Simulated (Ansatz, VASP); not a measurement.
Two plane-wave programs on Mn

INCAR

```
  PREC = Accurate
  ENCUT = 520
  EDIFF = 1E-6
  ISMEAR = 0
  SIGMA = 0.1
  LREAL = False
  LASPH = True
  NELM = 150
  ALGO = Normal
  ISIF = 2
  LWAVE = False
  LCHARG = False
  ISPIN = 2
  MAGMOM = 4
  LORBIT = 11
  LMAXMIX = 4
  GGA = PE
  NBANDS = 16
```

File KPOINTS:

```
regular mesh
0
Gamma
  9 9 8
```

File POSCAR:

```
Mn
1.0
    2.5384469893      0.0000000000      0.0000000000
   -1.2692234946      2.1983595788      0.0000000000
    0.0000000000      0.0000000000      2.3718614056
Mn
1
Direct
    0.0000000000      0.0000000000      0.0000000000
```

Input for Ansatz:

```yaml
crystal:
  lattice:
    - [2.5384469893, 0.0, 0.0]
    - [-1.2692234946, 2.1983595788, 0.0]
    - [0.0, 0.0, 2.3718614056]
  atoms:
    - { symbol: Mn, position: [0.0, 0.0, 0.0], spin: 4.0 }
basis:
  ecutwfc: 420
kpoints:
  mp_grid: { grid: [9, 9, 8] }
hamiltonian:
  xc: pbe
scf:
  occupations: { method: gaussian, width: 0.1 }
  lower_state_search: "off"
output:
  forces: true
  stress: true
  eigenvalues: true
  populations: true
magnetization:
  spin_polarized: true
```

Alike in both runs: task single point; functional PBE; k mesh 9 × 9 × 8; occupations gaussian, width 0.1 eV; collinear spin.

|  | VASP | Ansatz |
| --- | --- | --- |
| version | VASP 6.6.1 | Ansatz 0.2.0 |
| potentials or method | VASP PAW PBE potentials, release 64 (Mn_pv) | scalar-relativistic, plane waves, PAW |
| plane-wave cutoff (eV) | 520 | 420 |
| valence electrons in the cell | 13 | 15 |

|  | VASP | Ansatz | Ansatz less VASP |
| --- | --- | --- | --- |
| gap on the k mesh at the Fermi level (eV) | none | none | - |
| pressure (GPa) | -8.0 | -8.1 | -0.13 |
| largest component of the traceless stress (GPa) | 6.89 | 6.85 | -0.044 |
| net moment per atom (μB) | 2.05 | 2.04 | -0.015 |
| size of the moment on the site where the two differ most (μB) | 2.02 | 1.95 | -0.076 |

Site moments also hang on the region over which each program counts them. A gap of «none» marks a metal or a gap that the smearing closes. The functional is the same, so the differences come from potentials, cutoffs and numerics. The two sets of potentials don't hold the same shells in valence.
